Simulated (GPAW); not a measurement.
Input of a GPAW 26.7.0 run:

The input run.py:

```python
from ase import Atoms
from ase.dft.bandgap import bandgap
from ase.io import write
from ase.units import GPa
from gpaw import GPAW, PW

atoms = Atoms(['Co', 'Ti'],
              cell=[[2.98611099, 0.0, 0.0],
                    [0.0, 2.98611099, 0.0],
                    [0.0, 0.0, 2.98611099]],
              scaled_positions=[[0.5, 0.5, 0.5],
                                [0.0, 0.0, 0.0]],
              pbc=True)
atoms.set_initial_magnetic_moments([2.0, 1.0])

calc = GPAW(mode=PW(600),
            xc='LDA',
            kpts={'size': (9, 9, 9), 'gamma': True},
            occupations={'name': 'fermi-dirac', 'width': 0.05},
            nbands=23,
            convergence={'density': 1e-05, 'energy': 1e-05},
            maxiter=150,
            txt='gpaw.txt')
atoms.calc = calc
energy = atoms.get_potential_energy()
forces = atoms.get_forces()
stress = atoms.get_stress()
calc.write('gs.gpw')
write('result.traj', atoms)
print(f'Energy: {energy:.6f} eV')
print('Forces (eV/A):')
print(forces.round(4))
print('Stress (GPa):', (stress / GPa).round(3))
print('Moments:', calc.get_magnetic_moments().round(3))
print('Fermi level:', round(calc.get_fermi_level(), 4), 'eV')
print(f'Gap: {bandgap(calc)[0]:.4f} eV, direct: {bandgap(calc, direct=True)[0]:.4f} eV')

path = atoms.cell.bandpath('GXMGRX,MR', npoints=100, eps=1e-4)
bs_calc = calc.fixed_density(kpts=path, symmetry='off', nbands=33,
                             convergence={'bands': 'CBM+6.0', 'eigenstates': 1e-6}, txt='bands.txt')
bs = bs_calc.band_structure()
bs.write('bs.json')
print(f'Gap on the path: {bandgap(bs_calc)[0]:.4f} eV')
```

Potentials or basis: the program's PAW data sets (release 1.2.1) made for this functional, pw.

Run with:

```bash
$ OMP_NUM_THREADS=1 python run.py
```

Task: Estimate the site moments.

Result: Co +0.51; Ti -0.01 μB.

Task: Estimate the band gap along the path.

Result: None (metal or under the smearing width).

Task: Predict the pressure.

Result: -15.1 GPa.

Levels at the corners of the path, in eV from the Fermi level:
Spin up:
```tsv
point	band 8	band 9	band 10	band 11	band 12	band 13	band 14	band 15
Γ	-1.64	-1.64	-1.64	0.62	0.62	2.70	2.70	2.70
X	-1.73	-1.73	-1.24	-0.77	-0.22	0.63	0.63	2.22
M	-2.55	-0.99	-0.45	0.65	0.65	1.16	2.53	2.53
Γ	-1.64	-1.64	-1.64	0.62	0.62	2.70	2.70	2.70
R	-2.11	-2.11	-2.11	-0.96	-0.96	3.13	3.13	6.84
X	-1.73	-1.73	-1.24	-0.77	-0.22	0.63	0.63	2.22
M	-2.55	-0.99	-0.45	0.65	0.65	1.16	2.53	2.53
R	-2.11	-2.11	-2.11	-0.96	-0.96	3.13	3.13	6.84
```
Spin down:
| point | band 7 | band 8 | band 9 | band 10 | band 11 | band 12 | band 13 | band 14 |
| --- | --- | --- | --- | --- | --- | --- | --- | --- |
| Γ | -3.65 | -1.30 | -1.30 | -1.30 | 0.88 | 0.88 | 2.75 | 2.75 |
| X | -2.14 | -1.36 | -1.36 | -0.85 | -0.80 | 0.32 | 0.63 | 0.63 |
| M | -2.28 | -2.28 | -0.33 | 0.03 | 0.67 | 0.67 | 1.28 | 2.65 |
| Γ | -3.65 | -1.30 | -1.30 | -1.30 | 0.88 | 0.88 | 2.75 | 2.75 |
| R | -2.27 | -2.10 | -2.10 | -2.10 | -0.30 | -0.30 | 3.11 | 3.11 |
| X | -2.14 | -1.36 | -1.36 | -0.85 | -0.80 | 0.32 | 0.63 | 0.63 |
| M | -2.28 | -2.28 | -0.33 | 0.03 | 0.67 | 0.67 | 1.28 | 2.65 |
| R | -2.27 | -2.10 | -2.10 | -2.10 | -0.30 | -0.30 | 3.11 | 3.11 |
